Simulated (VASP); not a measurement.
**From VASP inputs to Ansatz: BaO (strained rocksalt)**

INCAR

```
PREC = Accurate
SIGMA = 0.01
NELM = 120
LELF = .TRUE.
LASPH = .TRUE.
METAGGA = R2SCAN
NSW = 0
NBANDS = 15
ISMEAR = 0
ALGO = Normal
ENCUT = 520
EDIFF = 1E-7
LREAL = .FALSE.
LWAVE = .FALSE.
ISIF = 2
LCHARG = .TRUE.
IBRION = -1
```

KPOINTS

```
KPOINTS created by Atomic Simulation Environment
0
Gamma
8 8 8
0 0 0
```

KPOINTS_OPT

```
special points
7
Reciprocal
0.0000000000 0.0000000000 0.0000000000 1
0.5000000000 0.0000000000 0.5000000000 1
0.6250000000 0.2500000000 0.6250000000 1
0.3750000000 0.3750000000 0.7500000000 1
0.5000000000 0.5000000000 0.5000000000 1
0.5000000000 0.2500000000 0.7500000000 1
0.0000000000 0.5000000000 0.5000000000 1
```

POSCAR

```
Ba O
 1.0000000000000000
     0.0000000000000000    2.8273815351999998    2.8273815351999998
     2.8273815351999998    0.0000000000000000    2.8273815351999998
     2.8273815351999998    2.8273815351999998    0.0000000000000000
 Ba  O
   1   1
Cartesian
  0.0000000000000000  0.0000000000000000  0.0000000000000000
  2.8273815351999998  2.8273815351999998  2.8273815351999998
```

VASP ran with the recommended PBE PAW datasets (16 valence electrons in the cell).

Task: Translate these files to an Ansatz input.

Result: 

```yaml
crystal:
  lattice:
    - [0.0, 2.8273815352, 2.8273815352]
    - [2.8273815352, 0.0, 2.8273815352]
    - [2.8273815352, 2.8273815352, 0.0]
  atoms:
    - { symbol: Ba, position: [0.0, 0.0, 0.0] }
    - { symbol: O, position: [0.5, 0.5, 0.5] }
kpoints:
  mp_grid: { grid: [8, 8, 8] }
  band_path:
    path:
      - [0.0, 0.0, 0.0]
      - [0.5, 0.0, 0.5]
      - [0.625, 0.25, 0.625]
      - [0.375, 0.375, 0.75]
      - [0.5, 0.5, 0.5]
      - [0.5, 0.25, 0.75]
      - [0.0, 0.5, 0.5]
    npoints: 1
hamiltonian:
  xc: r2scan
scf:
  occupations: { method: fixed }
  n_extra_bands: 4
output:
  forces: true
  stress: true
  eigenvalues: true
```

Other inputs would serve too.

```csv
,VASP,Ansatz
gap between bands v and c,2.50 eV,2.55 eV
least direct gap,2.50 eV,2.55 eV
pressure,-2.6 GPa,-3.9 GPa
```

Each program uses its own PAW datasets. VASP's cell holds 16 valence electrons and Ansatz's 16. Ansatz's stress includes a Pulay correction; VASP's doesn't.
